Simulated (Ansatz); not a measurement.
Here is an Ansatz 0.2.0 calculation.

The input input.yaml:

```yaml
crystal:
  lattice:
    - [2.5221, 0.0, 0.0]
    - [-1.26105, 2.1842026709, 0.0]
    - [0.0, 0.0, 8.2371]
  atoms:
    - { symbol: C, position: [0.6666666667, 0.3333333333, 0.84375] }
    - { symbol: C, position: [0.3333333333, 0.6666666667, 0.34375] }
    - { symbol: C, position: [0.6666666667, 0.3333333333, 0.65625] }
    - { symbol: C, position: [0.3333333333, 0.6666666667, 0.15625] }
    - { symbol: C, position: [0.0, 0.0, 0.90625] }
    - { symbol: C, position: [0.0, 0.0, 0.40625] }
    - { symbol: C, position: [0.0, 0.0, 0.59375] }
    - { symbol: C, position: [0.0, 0.0, 0.09375] }
hamiltonian:
  xc: pbe
  pseudopotentials: { kind: paw }
kpoints:
  mp_grid: { grid: [12, 12, 4] }
  band_path:
    path:
      - [[0.0, 0.0, 0.0], [0.5, 0.0, 0.0], [0.3333333333, 0.3333333333, 0.0], [0.0, 0.0, 0.0], [0.0, 0.0, 0.5], [0.5, 0.0, 0.5], [0.3333333333, 0.3333333333, 0.5], [0.0, 0.0, 0.5]]
      - [[0.5, 0.0, 0.5], [0.5, 0.0, 0.0]]
      - [[0.3333333333, 0.3333333333, 0.0], [0.3333333333, 0.3333333333, 0.5]]
    npoints: 10
scf:
  occupations: { method: fermi_dirac, width: 0.05 }
  n_extra_bands: 20
output:
  forces: true
  stress: true
  eigenvalues: true
  fatbands: true
```

Potentials or basis: Ansatz PAW.

Launch:

```console
$ ansatz run input.yaml --threads 4 --pin off --max-ram 11264MiB --backend cpu --events-out ev --progress --plain --runs-dir out
```

(1) Estimate the band gap on the k mesh.

(2) Estimate the pressure.

(3) What does it give for the largest force?

(4) What does it give for the band gap along the path?

Answers

(1) 4.42 eV, indirect (least direct gap 5.19 eV).

(2) 2.3 GPa.

(3) 0.329 eV/Å.

(4) 4.42 eV, indirect (least direct gap 5.19 eV).

Caveat: the pressure holds a Pulay correction of +1.0 GPa for the finite cutoff.
